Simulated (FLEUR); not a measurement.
# InAs (F-43m) in FLEUR: single point with PBEsol

Aim: the single point of InAs with PBEsol.

Program: FLEUR MaX-R8.1 (later development tree). These are calculated values, not measurements. Logs are shortened: lines on timing, memory, paths and dates and some standing lists are left out, and cuts for length are marked.

**Experimental background.**

A printed reference work, data compilation reports, for a bulk crystal of InAs at 4.2 K: band gap 0.418 eV (direct).

How close the calculation comes is told below.

### Step 1. Starting point

The structure is cubic, space group F-43m (No. 216). The conventional cell has a = 6.036 Å, b = 6.036 Å, c = 6.036 Å, α = 90.00°, β = 90.00°, γ = 90.00°. In (site symmetry -43m) has 4 As at 2.61 Å as nearest neighbours. Around As (site symmetry -43m) lie 4 In at 2.61 Å.

### Step 2. Single point, PBEsol

The input, inp.xml:

```xml
<?xml version="1.0" encoding="UTF-8" standalone="no"?>
<fleurInput fleurInputVersion="0.39">
   <comment>
      InAs                                                                                                
   </comment>
   <calculationSetup>
      <cutoffs Kmax="4.56" Gmax="14.1" GmaxXC="14.1" numbands="0"/>
      <scfLoop itmax="60" minDistance="0.00001" maxIterBroyd="15" imix="Anderson" alpha="0.05" precondParam="0.0" spinf="2.0" sdNocoIR="T"/>
      <coreElectrons ctail="T" frcor="F" kcrel="0" coretail_lmax="0"/>
      <xcFunctional name="PBEs" relativisticCorrections="F"/>
      <magnetism jspins="1"/>
      <soc l_soc="F" theta="0.0" phi="0.0" spav="F"/>
      <expertModes spex="0" secvar="F"/>
      <geometryOptimization l_f="F" forcealpha="1.0" forcemix="BFGS" epsdisp="0.00001" epsforce="0.00001"/>
      <ldaU l_linMix="F" mixParam="0.05" spinf="1.0"/>
   </calculationSetup>
   <cell>
      <bzIntegration valenceElectrons="42.0" mode="hist" fermiSmearingEnergy="0.00183747">
         <kPointListSelection listName="default-1"/>
         <!-- k-points included here -->
         <xi:include xmlns:xi="http://www.w3.org/2001/XInclude" href="kpts.xml"> </xi:include>
      </bzIntegration>
      <!-- symmetry operations included here -->
      <xi:include xmlns:xi="http://www.w3.org/2001/XInclude" href="sym.xml"> </xi:include>
      <bulkLattice scale="1.0">
         <bravaisMatrix>
            <row-1>    0.0000000000000000     5.7031934440427996     5.7031934440427996</row-1>
            <row-2>    5.7031934440427996     0.0000000000000000     5.7031934440427996</row-2>
            <row-3>    5.7031934440427996     5.7031934440427996     0.0000000000000000</row-3>
         </bravaisMatrix>
      </bulkLattice>
   </cell>
   <atomSpecies>
      <species name="Indium (In)" element="In" atomicNumber="49">
         <mtSphere radius="2.28" gridPoints="777" logIncrement="0.017"/>
         <atomicCutoffs lmax="9" lnonsphr="9"/>
         <electronConfig flipSpins="F">
            <coreConfig>(1s1/2) (2s1/2) (2p1/2) (2p3/2) (3s1/2) (3p1/2) (3p3/2) (3d3/2) (3d5/2)</coreConfig>
            <valenceConfig>(4s1/2) (4p1/2) (4p3/2) (5s1/2) (4d3/2) (4d5/2) (5p1/2) (5p3/2)</valenceConfig>
            <stateOccupation state="(5p1/2)" spinUp="0.166667" spinDown="0.166667"/>
            <stateOccupation state="(5p3/2)" spinUp="0.333333" spinDown="0.333333"/>
         </electronConfig>
         <energyParameters s="5" p="5" d="4" f="4"/>
         <lo type="SCLO" l="0" n="4" eDeriv="0"/>
         <lo type="SCLO" l="1" n="4" eDeriv="0"/>
         <lo type="SCLO" l="1" n="4" eDeriv="1"/>
         <lo type="SCLO" l="2" n="4" eDeriv="2"/>
         <lo type="SCLO" l="3" n="4" eDeriv="2"/>
      </species>
      <species name="Arsenic (As)" element="As" atomicNumber="33">
         <mtSphere radius="2.15" gridPoints="735" logIncrement="0.017"/>
         <atomicCutoffs lmax="9" lnonsphr="9"/>
         <electronConfig flipSpins="F">
            <coreConfig>(1s1/2) (2s1/2) (2p1/2) (2p3/2) (3s1/2)</coreConfig>
            <valenceConfig>(3p1/2) (3p3/2) (4s1/2) (3d3/2) (3d5/2) (4p1/2) (4p3/2)</valenceConfig>
            <stateOccupation state="(4p1/2)" spinUp="0.500000" spinDown="0.500000"/>
            <stateOccupation state="(4p3/2)" spinUp="1.000000" spinDown="1.000000"/>
         </electronConfig>
         <energyParameters s="4" p="4" d="3" f="4"/>
         <lo type="SCLO" l="1" n="3" eDeriv="0"/>
         <lo type="SCLO" l="1" n="3" eDeriv="1"/>
         <lo type="HELO" l="2" n="4" eDeriv="0"/>
         <lo type="HELO" l="2" n="4" eDeriv="1"/>
         <lo type="SCLO" l="0" n="4" eDeriv="2"/>
         <lo type="SCLO" l="3" n="4" eDeriv="2"/>
      </species>
   </atomSpecies>
   <atomGroups>
      <atomGroup species="Indium (In)">
         <relPos label="                   1">.0000000000 .0000000000 .0000000000</relPos>
         <force calculate="T" relaxXYZ="TTT"/>
      </atomGroup>
      <atomGroup species="Arsenic (As)">
         <relPos label="                   2">-1.000/4.000 -1.000/4.000 -1.000/4.000</relPos>
         <force calculate="T" relaxXYZ="TTT"/>
      </atomGroup>
   </atomGroups>
   <output dos="F" band="F" slice="F">
      <checks vchk="F" cdinf="F"/>
      <bandDOS minEnergy="-.5*Htr" maxEnergy="0.5*Htr" sigma="0.015" storeEVData="T"/>
      <vacuumDOS vacdos="F" integ="F" star="F" nstars="0" locx1="0.0" locy1="0.0" locx2="0.0" locy2="0.0" nstm="0" tworkf="0.0"/>
      <unfoldingBand unfoldBand="F" supercellX="1" supercellY="1" supercellZ="1"/>
      <plotting iplot="0" polar="F">
         <plot TwoD="T" vec1="  1.0  0.0  0.0" vec2="  0.0  1.0  0.0" vec3="  0.0  0.0  1.0" zero="  0.0  0.0  0.0" file="plot"/>
      </plotting>
      <chargeDensitySlicing numkpt="0" minEigenval="0.0" maxEigenval="0.0" nnne="0" pallst="F"/>
      <specialOutput eonly="F"/>
      <moessbauerParams electricFieldGradient="T" isomerShift="T" coreHyperfine="T" valenceHyperfine="T"/>
      <magneticCircularDichroism mcd="F" energyLo="-10.0" energyUp="0.0"/>
   </output>
  <!-- We include the file relax.xml here to enable relaxations (see documentation) -->
  <xi:include xmlns:xi="http://www.w3.org/2001/XInclude" href="relax.xml"> <xi:fallback/> </xi:include>
</fleurInput>
```

The input, crystal.txt:

```
InAs
&input cartesian=F /
0.0000000000  3.0180000000  3.0180000000
3.0180000000  0.0000000000  3.0180000000
3.0180000000  3.0180000000  0.0000000000
1.8897261246
1.0 1.0 1.0

2
49 0.0000000000  0.0000000000  0.0000000000
33 0.7500000000  0.7500000000  0.7500000000

&kpt div1=8 div2=8 div3=8 gamma=T /
```

Potentials or basis: all-electron, FLAPW.

On the command line:

```
$ inpgen -f crystal.txt -profile fastHighL
$ # inp.xml edited to the form shown
$ fleur_MPI
```

The log of the run:

```text
Welcome to FLEUR        (www.flapw.de)
      MaX-Release 8.1          (www.max-centre.eu)

 ========== k-point set info ==========
 Selected k-point list: default-1
 k-point list type: mesh
 8 x 8 x 8
 Number of k points: 29

 ------------Calculation Setup---------------------------
 Number of MPI-tasks      :            1
 Number of PE/node        :            1
 Number of OMP-threads    :            1
 Most efficient MPI parallelization for:
           1          29
 Additional eigenvalue parallelization possible
 Number of basis functions:          693
 Approximate size of matrices (H+S) per k-point:         0.014 GB
 --------------------------------------------------------
 Iteration:     1   Distance:       6.15179974 me/bohr^3
 Iteration:     2   Distance:       5.67555241 me/bohr^3
 Iteration:     3   Distance:       2.91549477 me/bohr^3
 Iteration:     4   Distance:       0.97043373 me/bohr^3
 Iteration:     5   Distance:       0.85449833 me/bohr^3
 Iteration:     6   Distance:       0.11220032 me/bohr^3
 Iteration:     7   Distance:       0.05440449 me/bohr^3
 Iteration:     8   Distance:       0.03814885 me/bohr^3
 Iteration:     9   Distance:       0.00468259 me/bohr^3
 Iteration:    10   Distance:       0.00382489 me/bohr^3
 Iteration:    11   Distance:       0.00090996 me/bohr^3
 Iteration:    12   Distance:       0.00013048 me/bohr^3
 Iteration:    13   Distance:       0.00009228 me/bohr^3
 Iteration:    14   Distance:       0.00000692 me/bohr^3

 ********************************************************************
 Run finished successfully
 Stop message:
   all done
 ********************************************************************
```

out.xml (last iteration):

```text
<iteration numberForCurrentRun="   14" overallNumber="   14">
         <energyParameters units="Htr">
            <atomicEP atomType="1" spin="1" branch="5s" branchLowest="-4.02" branchHighest="1.50" value="-0.0762373588"/>
            <atomicEP atomType="1" spin="1" branch="5p" branchLowest="-2.48" branchHighest="2.27" value="0.0865687997"/>
            <atomicEP atomType="1" spin="1" branch="4d" branchLowest="-15.52" branchHighest="-0.20" value="-0.3159625517"/>
            <atomicEP atomType="1" spin="1" branch="4f" branchLowest="-9.99" branchHighest="2.17" value="0.4043913086"/>
            <loAtomicEP atomType="1" spin="1" branch="4s" branchLowest="-28.57" branchHighest="-4.02" value="-4.0274193801"/>
            <loAtomicEP atomType="1" spin="1" branch="4p" branchLowest="-23.46" branchHighest="-2.48" value="-2.5103367342"/>
            <loAtomicEP atomType="1" spin="1" branch="4p" branchLowest="-23.46" branchHighest="-2.48" value="-2.5103367342"/>
            <loAtomicEP atomType="1" spin="1" branch="4d" branchLowest="-15.52" branchHighest="-0.20" value="-0.3262661964"/>
            <loAtomicEP atomType="1" spin="1" branch="4f" branchLowest="-9.99" branchHighest="2.17" value="0.4043932949"/>
            <atomicEP atomType="2" spin="1" branch="4s" branchLowest="-6.57" branchHighest="0.76" value="-0.2334912671"/>
            <atomicEP atomType="2" spin="1" branch="4p" branchLowest="-4.49" branchHighest="1.48" value="0.0204491849"/>
            <atomicEP atomType="2" spin="1" branch="3d" branchLowest="-9.99" branchHighest="-1.07" value="-1.0771526447"/>
            <atomicEP atomType="2" spin="1" branch="4f" branchLowest="-9.99" branchHighest="3.55" value="0.3977323442"/>
            <loAtomicEP atomType="2" spin="1" branch="3p" branchLowest="-47.45" branchHighest="-4.49" value="-4.4984756000"/>
            <loAtomicEP atomType="2" spin="1" branch="3p" branchLowest="-47.45" branchHighest="-4.49" value="-4.4984756000"/>
            <heloAtomicEP atomType="2" spin="1" branch="4d" branchLowest="1.97" branchHighest="1.97" value="1.9707717462"/>
            <heloAtomicEP atomType="2" spin="1" branch="4d" branchLowest="1.97" branchHighest="1.97" value="1.9707717462"/>
            <loAtomicEP atomType="2" spin="1" branch="4s" branchLowest="-6.57" branchHighest="0.76" value="-0.2334912671"/>
            <loAtomicEP atomType="2" spin="1" branch="4f" branchLowest="-9.99" branchHighest="3.55" value="0.3977358117"/>
         </energyParameters>
         <eigenvalues>
            <eigenvaluesAt spin="1" ikpt="1" k_x="0.00000000" k_y="0.00000000" k_z="0.00000000">
                      -4.4958834374       -4.4958834374       -4.4958834374       -4.0273976952       -2.5029863647
                      -2.5029863647       -2.5029863647       -1.0876024734       -1.0876024734       -1.0876024734
                      -1.0873033287       -1.0873033287       -0.3275831143       -0.3275831143       -0.3275831143
                      -0.3227765639       -0.3227765639       -0.2386235239        0.1901451428        0.1997348766
                       0.1997348766        0.1997348766        0.3419297859        0.3419297859        0.3419297859
                       0.4702402834        0.5571615049        0.5571615049        0.5799888477        0.5799888477
                       0.5799888477        0.6686339000        1.0168497980
            </eigenvaluesAt>
            <eigenvaluesAt spin="1" ikpt="2" k_x="0.00000000" k_y="0.00000000" k_z="0.12500000">
                      -4.4958830331       -4.4958830331       -4.4958830189       -4.0273976162       -2.5029863536
                      -2.5029858170       -2.5029858170       -1.0875981428       -1.0875956939       -1.0875956939
                      -1.0872962941       -1.0872962941       -0.3283709149       -0.3273524394       -0.3273524394
                      -0.3227756542       -0.3227756542       -0.2325746113        0.1291421948        0.1925340248
                       0.1925340248        0.2387463048        0.3470452661        0.3523756449        0.3523756449
                       0.5015916159        0.5225017691        0.5225017691        0.5599137058        0.6365468199
[... 40 lines left out ...]
            <state n="3" l="2" j="1.5" energy="-15.6966242379" weight="2.0000000000"/>
            <state n="3" l="2" j="2.5" energy="-15.4099285670" weight="3.0000000000"/>
         </coreStates>
         <coreStates atomType="     2" atomicNumber=" 33" spin="1" kinEnergy="   1994.3457990304" eigValSum="  -1265.9154753475" lostElectrons=" 0.000041">
            <state n="1" l="0" j="0.5" energy="-429.8066546348" weight="1.0000000000"/>
            <state n="2" l="0" j="0.5" energy="-54.1679065201" weight="1.0000000000"/>
            <state n="2" l="1" j="0.5" energy="-48.3657582165" weight="1.0000000000"/>
            <state n="2" l="1" j="1.5" energy="-47.0236583773" weight="2.0000000000"/>
            <state n="3" l="0" j="0.5" energy="-6.5701015477" weight="1.0000000000"/>
         </coreStates>
         <allElectronCharges>
            <spinDependentCharge spin="1" total="82.0000000" interstitial="4.5202399" mtSpheres="77.4797601"/>
            <totalCharge value="81.9999999958"/>
         </allElectronCharges>
         <moessbauerParams unitsHFF="kG" unitsIS="e/bohr^3" unitsEFG="Htr/bohr^2">
            <coreIsomerShift atomType="1" isTotal="176714.74685">
               <shell n="1" l="0" isomerShift="154759.60763"/>
               <shell n="2" l="0" isomerShift="17993.19978"/>
               <shell n="2" l="1" isomerShift="413.73598"/>
               <shell n="3" l="0" isomerShift="3462.40904"/>
               <shell n="3" l="1" isomerShift="85.79439"/>
               <shell n="3" l="2" isomerShift="0.00001"/>
            </coreIsomerShift>
            <coreIsomerShift atomType="2" isTotal="35690.27460">
               <shell n="1" l="0" isomerShift="31913.99606"/>
               <shell n="2" l="0" isomerShift="3241.07840"/>
               <shell n="2" l="1" isomerShift="30.52262"/>
               <shell n="3" l="0" isomerShift="504.67752"/>
            </coreIsomerShift>
            <isomerShift atomType="1" nucleusRadius="0.0001148" averageDensity="177443.71445"/>
            <isomerShift atomType="2" nucleusRadius="0.0000996" averageDensity="35731.69476"/>
            <electricFieldGradient atomType="1" VXX="0.00000" VYY="0.00000" VZZ="0.00000" asymParam="0.00000">
            </electricFieldGradient>
            <electricFieldGradient atomType="2" VXX="0.00000" VYY="0.00000" VZZ="0.00000" asymParam="0.00000">
            </electricFieldGradient>
         </moessbauerParams>
         <totalEnergy                                    value="    -8140.1116567826" units="Htr">
            <sumOfEigenvalues                            value="    -4844.7338818135">
               <coreElectrons value="-4780.7290121683"/>
               <valenceElectrons value="-64.0048696452"/>
            </sumOfEigenvalues>
            <densityCoulombPotentialIntegral value="-13017.3462419128"/>
            <densityEffectivePotentialIntegral value="-13332.1250666290"/>
            <chargeDenXCDenIntegral value="-239.6089097962"/>
            <FockExchangeEnergyValence value="0.0000000000"/>
            <FockExchangeEnergyCore value="0.0000000000"/>
            <atomTypeDependentContributions atomType="1">
               <electronNucleiInteractionDifferentMTs value="7118.2456108431"/>
               <MadelungTerm value="-26.8492932133"/>
            </atomTypeDependentContributions>
            <atomTypeDependentContributions atomType="2">
               <electronNucleiInteractionDifferentMTs value="2715.9796164619"/>
               <MadelungTerm value="-18.1462903271"/>
            </atomTypeDependentContributions>
            <tkbTimesEntropy value="0.0000197209"/>
            <freeEnergy value="-8140.1116765035"/>
            <extrapolationTo0K value="-8140.1116666431"/>
         </totalEnergy>
         <densityConvergence units="me/bohr^3">
            <chargeDensity spin="1" distance="0.0000069215"/>
         </densityConvergence>
      </iteration>
```

Run time: 2.8 min. Hardware: 1 thread of AMD EPYC 7R43 (Zen 3), shared host; peak memory 0.07 GiB.

What came out:

```yaml
Free_energy: -221503.7229 eV
Band_gap_on_the_k_mesh: none (metal or under the smearing width)
Valence_electrons_inside_the_program's_atomic_spheres: In 18.66; As 18.82 (radii In 2.28, As 2.15 bohr)
```

Core levels (eV from the Fermi level):
```csv
atom,levels
1 In,"1s1/2 -27718.0, 2s1/2 -4145.6, 2p1/2 -3866.3, 2p3/2 -3655.6, 3s1/2 -782.9, 3p1/2 -670.2, 3p3/2 -632.2, 3d3/2 -432.6, 3d5/2 -424.8"
2 As,"1s1/2 -11701.1, 2s1/2 -1479.5, 2p1/2 -1321.6, 2p3/2 -1285.1, 3s1/2 -184.3"
```

Caveat: this crystal is a semiconductor, whose small gap the functional closes, so the metal is an error of the method.

### Step 3. How close it comes

Step 2. Measured gap of InAs: 0.418 eV (direct; 4.2 K; a printed reference work, data compilation). This calculation gives 0.00 eV (-0.42 eV). Spin-orbit coupling on As, In is left out. The value is that of PBEsol on a finite k mesh, which can miss the band edges, without temperature or zero-point motion. Semilocal functionals fall short of measured gaps as a rule.
